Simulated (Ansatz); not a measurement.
Relativistic treatment of N

```yaml
crystal:
  lattice:
    - [3.62900, 0.00000, 0.00000]
    - [-1.81450, 3.14281, 0.00000]
    - [0.00000, 0.00000, 5.89000]
  atoms:
    - { symbol: N, position: [0.33333, 0.66667, 0.25000] }
    - { symbol: N, position: [0.66667, 0.33333, 0.75000] }
```

Atoms are numbered in the order listed.

The geometry is COD entry 1539196, unchecked; take it as a test cell.

One fixed cell is solved with PBE by LAPW (all electrons) in Ansatz 0.2.0 under different relativistic treatments. Pressure is positive in compression.

Settings: a Γ-centred 10×10×5 k mesh, Fermi–Dirac smearing of 0.02 eV, basis error target 0.5 meV/atom, no spin polarisation.

```
            setting  P (GPa)  lowest level at Γ above −25 eV, from the valence-band top or, without a gap, the Fermi level (eV)
scalar-relativistic    -7.21                                                                                             -11.96
   non-relativistic    -7.21                                                                                             -11.93
```
